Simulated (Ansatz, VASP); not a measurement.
## Two plane-wave programs on BN

The input INCAR:

```
SYSTEM = BN
PREC     = Accurate       ! precision mode
ENCUT    = 520            ! plane-wave cutoff, eV
EDIFF    = 1E-6           ! SCF threshold, eV
ISMEAR   = 0              ! smearing method
SIGMA    = 0.05           ! smearing width, eV
LREAL    = .FALSE.        ! projectors in reciprocal space
LASPH    = .TRUE.         ! aspherical terms in the spheres
NELM     = 80             ! most SCF steps
ALGO     = Normal         ! electronic algorithm
ISIF     = 2              ! what is computed and relaxed
LWAVE    = .FALSE.        ! write WAVECAR
LCHARG   = .TRUE.         ! write CHGCAR
LDIPOL   = .TRUE.       
IDIPOL   = 3            
DIPOL    = 0.5 0.5 0.364
GGA      = PE             ! functional
IVDW     = 12             ! dispersion correction
LELF     = .TRUE.         ! ELF
LVHAR    = .TRUE.       
LVACPOTAV= .TRUE.       
NBANDS   = 16             ! bands
```

File KPOINTS:

```
Automatic mesh
0
G
  12 12 1
  0 0 0
```

Contents of POSCAR:

```
BN
1.0
    2.5087622849      0.0000000000      0.0000000000
   -1.2543811425      2.1726518708      0.0000000000
    0.0000000000      0.0000000000     17.5000000000
B N
2 2
Direct
    0.0000000000      0.0000000000      0.2571428571
    0.1666666667      0.6666666667      0.4702857143
    0.6666666667      0.3333333333      0.2571428571
    0.8333333333      1.0000000000      0.4702857143
```

Input for Ansatz:

```yaml
crystal:
  lattice:
    - [2.5087622849, 0.0, 0.0]
    - [-1.2543811425, 2.1726518708, 0.0]
    - [0.0, 0.0, 17.5]
  atoms:
    - { symbol: B, position: [0.0, 0.0, 0.2571428571] }
    - { symbol: "N", position: [0.6666666667, 0.3333333333, 0.2571428571] }
    - { symbol: B, position: [0.1666666667, 0.6666666667, 0.4702857143] }
    - { symbol: "N", position: [0.8333333333, 1.0, 0.4702857143] }
basis:
  ecutwfc: 420
kpoints:
  mp_grid: { grid: [12, 12, 1] }
hamiltonian:
  xc: pbe
  dispersion: d3bj
scf:
  occupations: { method: gaussian, width: 0.05 }
output:
  forces: true
  eigenvalues: true
efield:
  axis: 3
  dipole_correction: true
  ramp_width: 0.04
```

Alike in both runs: task single point; functional PBE; dispersion D3(BJ); k mesh 12 × 12 × 1; occupations gaussian, width 0.05 eV; no spin polarisation.

```csv
,VASP,Ansatz
version,VASP 6.6.1,Ansatz 0.2.0
potentials or method,"VASP PAW PBE potentials, release 64 (B, N)","scalar-relativistic, plane waves, PAW"
plane-wave cutoff (eV),520,420
valence electrons in the cell,16,16
```

|  | VASP | Ansatz | Ansatz less VASP |
| --- | --- | --- | --- |
| gap on the k mesh at the Fermi level (eV) | 4.45 | 4.45 | +0.007 |
| least direct gap on the mesh (eV) | 4.52 | 4.53 | +0.003 |
| rms of the force components (eV/Å) | 0.014 | 0.014 | 0.0000 |
